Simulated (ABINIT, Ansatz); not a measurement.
# ZnS (F-43m): modes at Γ and the response to a field, part 3 of 3

Wanted: the vibrations of ZnS (F-43m) at Γ, by two programs.

ABINIT 10.8.3; DFT LDA, scalar-relativistic, plane waves, PseudoDojo norm-conserving pseudopotentials.

So far. Step 5 (Zone-centre response): The acoustic modes at Γ come out as far as 4.1 cm⁻¹ from zero, where they should vanish, a small numerical error; the Born charges miss their sum rule by 0.0013 e, which is good. Step 6 (Zone-centre analysis): The rule moves no optical mode by more than 0.1 cm⁻¹.

The database entry behind the starting cell differs from later determinations by our own check (about 0.1 % short), so it need not match the best structure at ambient conditions.

## 8. A second program

The same cell, potentials and cutoff go through another code, on another k mesh. Its k mesh is centred on Γ.

This step: DFT LDA, scalar-relativistic, plane waves, PseudoDojo norm-conserving pseudopotentials (Ansatz 0.2.0).

The input, input.yaml:

```yaml
crystal:
  lattice:
    - [0.0, 2.6476308715, 2.6476308715]
    - [2.6476308715, 0.0, 2.6476308715]
    - [2.6476308715, 2.6476308715, 0.0]
  atoms:
    - { symbol: Zn, position: [0.25, 0.25, 0.25] }
    - { symbol: S, position: [0.0, 0.0, 0.0] }
kpoints:
  mp_grid: { grid: [8, 8, 8] }
hamiltonian:
  xc: lda
  pseudopotentials: { kind: nc, accuracy: standard }
scf:
  occupations: { method: fixed }
output:
  eigenvalues: true
basis:
  ecutwfc: 1034.033
phonons:
  method: dfpt
  dielectric: true
  rigid_motions: translations
```

Started as:

```bash
ansatz run input.yaml --threads 4 --pin off --max-ram 8192MiB --backend cpu --events-out ev --progress --plain --runs-dir out
```

Log:

```text
Warning: basis.ecutwfc = 1034.033 eV is below the records' recommended 1142.878222 eV, and the density's cutoff is lower with it unless basis.ecutrho_ratio is high enough to keep the records' density cutoff: compare with a run at a higher cutoff
Engine: ansatz 0.2.0, x86_64-unknown-linux-gnu
Pseudopotentials: kind: nc
Pseudopotential: Zn, nc, valence charge 20, recommended cutoff 1142.878222 eV (normal), Zn.nc.azcp (PseudoDojo's, or run here from an input of PseudoDojo's; its table is named by hamiltonian.pseudopotentials.accuracy)
Pseudopotential: S, nc, valence charge 6, recommended cutoff 734.707429 eV (normal), S.nc.azcp (PseudoDojo's, or run here from an input of PseudoDojo's; its table is named by hamiltonian.pseudopotentials.accuracy)
Functional definition: SPW92
  exchange = slater_x
  correlation = pw_c
Crystal: 2 atoms, lattice volume = 37.120 Å³
Basis set: ecut = 1034.033 eV, 2741 PW (Γ), exchange–correlation on 80×80×80 points (8 copies of the dense FFT grid, shifted against one another)
Bands: 17, of which v1, the nominal top of the filled ones, is band 13 counted from 1 (12 counted from 0)
Symmetry: 24 space group operations
k-points: 95 of 512 (irreducible under 4 space group operations, time reversal used)
Non-local potential: Zn, projectors of the file, l = 0: 2, l = 1: 2, l = 2: 2
Non-local potential: S, projectors of the file, l = 0: 2, l = 1: 2, l = 2: 2
Initial density: superposition of atomic densities (chi_scale 0.1, normalization cell, long waves kept (reshape's long-wave potential 0.00 eV rms))
Initial wavefunctions: pseudopotential atomic-orbital guess
Functional: x = slater, c = lda
SCF iter   1: F=—  HF=-5987.743452 eV  |F-HF|=—  |Δ(HF+E_count)|=         —  Δρ=4.72e-2  dr2=4.14e-1  ethr=3.10e-3  ⟨swp⟩=5.1  Hψ=7403  notcnv=0  defer=169
preconditioner: auto → none  [insulator: Δε(μ)=2.325 eV  Ē_g=12.872 eV  n_scr=14 (ndim 8)  ℏωp=25.9 eV  f_vac=0.018  ε∞_Penn≈5.0]
SCF iter   2: F=—  HF=-5987.626321 eV  |F-HF|=—  |Δ(HF+E_count)|=   1.17e-1  Δρ=1.62e-2  dr2=4.79e-2  ethr=1.59e-3  ⟨swp⟩=2.1  Hψ=3336  notcnv=0  defer=180
SCF iter   3: F=—  HF=-5987.614824 eV  |F-HF|=—  |Δ(HF+E_count)|=   1.15e-2  Δρ=7.77e-3  dr2=9.36e-3  ethr=1.84e-4  ⟨swp⟩=2.7  Hψ=2818  notcnv=0  defer=184
SCF iter   4: F=—  HF=-5987.612488 eV  |F-HF|=—  |Δ(HF+E_count)|=   2.34e-3  Δρ=1.07e-3  dr2=3.09e-4  ethr=3.60e-5  ⟨swp⟩=3.1  Hψ=3533  notcnv=0  defer=188
SCF iter   5: F=—  HF=-5987.612408 eV  |F-HF|=—  |Δ(HF+E_count)|=   8.03e-5  Δρ=2.62e-4  dr2=7.46e-6  ethr=1.19e-6  ⟨swp⟩=2.3  Hψ=2258  notcnv=0  defer=182
SCF iter   6: F=—  HF=-5987.612409 eV  |F-HF|=—  |Δ(HF+E_count)|=   1.65e-6  Δρ=3.00e-5  dr2=1.24e-7  ethr=2.87e-8  ⟨swp⟩=2.5  Hψ=2519  notcnv=0  defer=175
SCF iter   7: F=—  HF=-5987.612407 eV  |F-HF|=—  |Δ(HF+E_count)|=   2.73e-6  Δρ=4.26e-6  dr2=2.40e-9  ethr=4.75e-10  ⟨swp⟩=2.7  Hψ=2987  notcnv=0
SCF iter   8: F=-5987.612407 eV  HF=-5987.612407 eV  |F-HF|=9.09e-13  |Δ(HF+E_count)|=  5.56e-10  Δρ=2.33e-7  dr2=4.72e-12  ethr=1.00e-12  ⟨swp⟩=7.5  Hψ=11330  notcnv=0
SCF 1 converged in 8 iterations: F = -5987.612407 eV  dr2 = 4.72e-12
DFPT response loops at Γ: preconditioner auto → none (the input reference at scf.mixing.eps_inf says where Resta's filter doesn't serve); β = 0.50; Broyden in place of MSR1
── the response to a field inside a basis, on 8×8×8 k-points: an SCF that follows is theirs, and a resumed run solves both again ──
Bands: 14, of which v1, the nominal top of the filled ones, is band 13 counted from 1 (12 counted from 0)
k-points: 60 of 512 (irreducible under 6 space group operations, time reversal used)
Initial density: handed on by an earlier stage of this run
Initial wavefunctions: pseudopotential atomic-orbital guess (no wavefunctions were taken with the density)
Eigensolver: Dense (60 Hₖ)
SCF iter   1: F=—  HF=-5987.606096 eV  |F-HF|=—  |Δ(HF+E_count)|=         —  Δρ=4.40e-4  dr2=6.41e-6  ethr=1.00e-1
preconditioner: auto → none  [insulator: Δε(μ)=2.482 eV  Ē_g=10.090 eV  n_scr=14 (ndim 8)  ℏωp=25.9 eV  f_vac=0.074  ε∞_Penn≈7.6]
SCF iter   2: F=—  HF=-5987.606095 eV  |F-HF|=—  |Δ(HF+E_count)|=   1.15e-6  Δρ=2.07e-4  dr2=1.21e-6  ethr=2.47e-8
SCF iter   3: F=—  HF=-5987.606095 eV  |F-HF|=—  |Δ(HF+E_count)|=   5.99e-8  Δρ=5.31e-5  dr2=3.48e-7  ethr=4.67e-9
SCF iter   4: F=-5987.606095 eV  HF=-5987.606095 eV  |F-HF|=1.05e-9  |Δ(HF+E_count)|=   8.62e-8  Δρ=1.02e-5  dr2=3.79e-9  ethr=1.34e-9
SCF 1 converged in 4 iterations: F = -5987.606095 eV  dr2 = 3.79e-9
DFPT response loops at Γ: mixed as the last ones told, above
WARN: field response: ε∞ stands inside a basis, on 8×8×8 points; the force constants stand on the 8×8×8 k-mesh, whose period is 12.73 times the interband length at k = (0.0000, 0.0000, 0.0000), direct gap 2.129 eV, under 14: take them and everything formed from them as unconverged, and compare with a denser kpoints.mp_grid
SCF converged after 8 iterations
Free energy (F): -5987.612407 eV
Harris-Foulkes:  -5987.612407 eV  (|F-HF|=9.09e-13)
Internal energy: -5987.612407 eV  (E = F + TS)
E sigma→0 (E₀):  -5987.612407 eV
Fermi energy:    7.947095 eV
--- Per-component energies (eV) ---
  E_band       = -620.469230
  E_kinetic    = 2614.966877
  E_local      = -6131.783719  (includes V_loc(G=0)·N_el)
  E_nonlocal   = -1266.286184
  E_hartree    = 2464.902871
  E_xc         = -689.737841
  E_vxc        = -767.171927  (∫ρ·V_xc dr)
  E_ewald      = -2979.674412
  E_smearing   = -0.000000  (= −TS)
  E_closure    = -0.000000  (closes the sum)
  Σ components = -5987.612407   (vs F -5987.612407, Δ=0.00e0)
--- Band table (eV; the first three rows and the last of 95) ---
  k-point 0: bands = [... 9 lower, 1.7713, 7.9471, 7.9471, 7.9471, 10.0758, 14.1226, 14.1226, 14.1226]
  k-point 1: bands = [... 9 lower, 1.7690, 6.7445, 7.7797, 7.7797, 10.9174, 14.0604, 14.3977, 14.3977]
  k-point 2: bands = [... 9 lower, 1.7724, 4.8958, 7.4196, 7.4196, 11.3813, 14.7895, 14.7895, 14.8271]
  k-point 94: bands = [... 9 lower, 2.2461, 2.9717, 4.8383, 4.9363, 13.4559, 14.1060, 15.7408, 15.9131]
--- Phonons (Γ-DFPT): 2 representative perturbations + reference, on 95 of 512 k-points (Σ response iterations 6) ---
  k mesh reduced under 4 symmetry operations, with k and −k counted as one. Each operation leaves every solved perturbation unchanged. A smaller set is not considered because the run solves the response to a homogeneous field
  ASR residual: 2.897e-4 → 0.000e0 eV/Å²; symmetrization residual: 3.642e-6 eV/Å²
  ASR residual per site (eV/Å²): 2.90e-4 1.45e-4
  Γ frequencies (cm⁻¹): 0.00 0.00 0.00 291.85 291.85 291.85
  ε∞ (high-frequency dielectric tensor):
        6.213269    -0.000000     0.000000
       -0.000000     6.213269     0.000000
        0.000000     0.000000     6.213269
  ε⁰ (static dielectric tensor: ions relaxed, cell fixed):
        8.843169     0.000000    -0.000000
        0.000000     8.843169     0.000000
       -0.000000     0.000000     8.843169
  ε⁰ − ε∞ (ionic part):
        2.629900     0.000000    -0.000000
        0.000000     2.629900     0.000000
       -0.000000     0.000000     2.629900
  softest optical mode at Γ: 291.85 cm⁻¹; the repairs (sum rule, projections) moved no ω² at Γ by more than (1.19 cm⁻¹)²
  Born effective charges Z* (e; rows j = field, columns β = displacement):
    site 0:
         1.90660    0.00000   -0.00000
         0.00000    1.90660    0.00000
        -0.00000    0.00000    1.90660
    site 1:
        -1.90660   -0.00000    0.00000
        -0.00000   -1.90660   -0.00000
         0.00000   -0.00000   -1.90660
  Z* charge neutrality: 1.932e-3 e pre-enforcement
  solved inside a basis spanned on kpoints, on 8×8×8 k-points, its susceptibility summed on 12×12×12: ε∞ is read to err by 1.7e-2, Z* by 2.2e-2 e (field_mesh: kpoints solves on kpoints); Z* is corrected for what the basis lacks
  optical modes at Γ without the LO–TO term, one row a degenerate level:
      ω (cm⁻¹)  modes    IR ((D/Å)²/amu)
        291.85      3            11.6959
  optical modes at Γ + LO–TO along q̂ = [1.0000, 0.0000, 0.0000]:
      ω (cm⁻¹)  modes    IR ((D/Å)²/amu)
        291.85      2             7.7973
        348.18      1             3.8986
  optical modes at Γ + LO–TO along q̂ = [0.0000, 1.0000, 0.0000]:
      ω (cm⁻¹)  modes    IR ((D/Å)²/amu)
        291.85      2             7.7973
        348.18      1             3.8986
  optical modes at Γ + LO–TO along q̂ = [0.0000, 0.0000, 1.0000]:
      ω (cm⁻¹)  modes    IR ((D/Å)²/amu)
        291.85      2             7.7973
        348.18      1             3.8986
```

Wall time 34 s (4 threads of Intel Xeon at 2.70GHz, shared host); peak memory 0.97 GiB.

This step gave:

```
sum-rule residual before enforcement             : 2.90e-4 eV/Å²
miss of the charge sum rule                      : 0.001932 e
estimated error of the dielectric tensor         : 0.01658
estimated error of the Born charges              : 0.02207 e
highest optical zone-centre mode (no LO-TO term) : 291.9 cm⁻¹
lowest optical zone-centre mode                  : 291.9 cm⁻¹
mean high-frequency dielectric constant          : 6.213
mean static dielectric constant                  : 8.843
highest mode moved by the LO-TO term             : 348.2 cm⁻¹
```

Transverse modes. Infrared lines, with heights relative to the strongest:

| position (cm⁻¹) | label | IR intensity ((D/Å)²/amu), degenerate modes summed, relative |
| --- | --- | --- |
| 292 | T2 | 100 |

The log warns that the force constants on this k mesh are to be taken as unconverged.

## 9. Side by side: ABINIT PseudoDojo and Ansatz, PseudoDojo

Numbers from this step:

```
root-mean-square difference : 0.02 cm⁻¹
largest difference          : 0.02 cm⁻¹
```

Frequencies side by side, by row:

| q (reciprocal lattice) | mode | ABINIT PseudoDojo (cm⁻¹) | Ansatz, PseudoDojo (cm⁻¹) |
| --- | --- | --- | --- |
| 0 0 0 | 1 | 0 | 0 |
| 0 0 0 | 2 | 0 | 0 |
| 0 0 0 | 3 | 0 | 0 |
| 0 0 0 | 4 | 291.8 | 291.9 |
| 0 0 0 | 5 | 291.8 | 291.9 |
| 0 0 0 | 6 | 291.8 | 291.9 |

The two runs side by side. Further quantities:

```csv
quantity,ABINIT PseudoDojo,"Ansatz, PseudoDojo"
mean ε∞,6.215,6.213
"largest Born charge in size (e; the first before, the second after the charge sum rule)",1.907,1.907
summed IR intensity ((D/Å)²/amu),11.7,11.7
```

At the zone centre the largest difference (acoustic modes at Γ apart) is 0.007 % of the highest mode.

## 10. Results

| Quantity | Value |
| --- | --- |
| space group after relaxation | F-43m |
| volume per atom | 18.6 Å³ |
| highest optical zone-centre mode (no LO-TO term) | 291.8 cm⁻¹ |
| highest mode moved by the LO-TO term | 348.1 cm⁻¹ |
| mean high-frequency dielectric constant | 6.21 |
| largest Born charge in size (third of the trace) | 1.91 e |
| mean static dielectric constant | 8.84 |
| imaginary optical modes at the zone centre (no q mesh in this session) | none |
| largest difference from Ansatz, PseudoDojo | 0.02 cm⁻¹ |

In words: At the LDA level the optical modes of ZnS (F-43m) at the zone centre (no LO-TO term) lie at 292 cm⁻¹. The base run prints -0.45 GPa, mostly the error of a finite basis; the relaxation, with a smoothed and higher cutoff, had brought the cell to rest. Along the directions run, the highest mode that the macroscopic field moves lies at 348 cm⁻¹. Lattice motion raises the mean dielectric constant from 6.215 to 8.845. The Born charge of S is -1.906 e against a formal charge of -2, close to the ionic value. The Lyddane-Sachs-Teller relation holds: (ωLO/ωTO)² is 1.42 and ε₀/ε∞ is 1.42. ABINIT PseudoDojo and Ansatz, PseudoDojo agree to 0.02 cm⁻¹ (0.007 % of the highest mode compared) on all solved modes but the acoustic ones at Γ, without the LO-TO term. These are harmonic frequencies at zero temperature: anharmonic shifts and linewidths and thermal expansion are left out. Ansatz warns that the cutoff lies 10 % under the one recommended for these files; agreement at one cutoff is not convergence. Ansatz's log warns that force constants on this k mesh are to be taken as unconverged.

[Host names and launcher messages were left out of these logs when they were recorded.]

[Logs are printed without paths, hosts, clocks, repeated set-up lines and the standing remarks that a program may print on its own settings, such as how far it seeks lower states.]

[Hosts, paths, dates, database ids (printed as entryN), source tags and the programs' standing remarks are cut or masked in the printed files.]
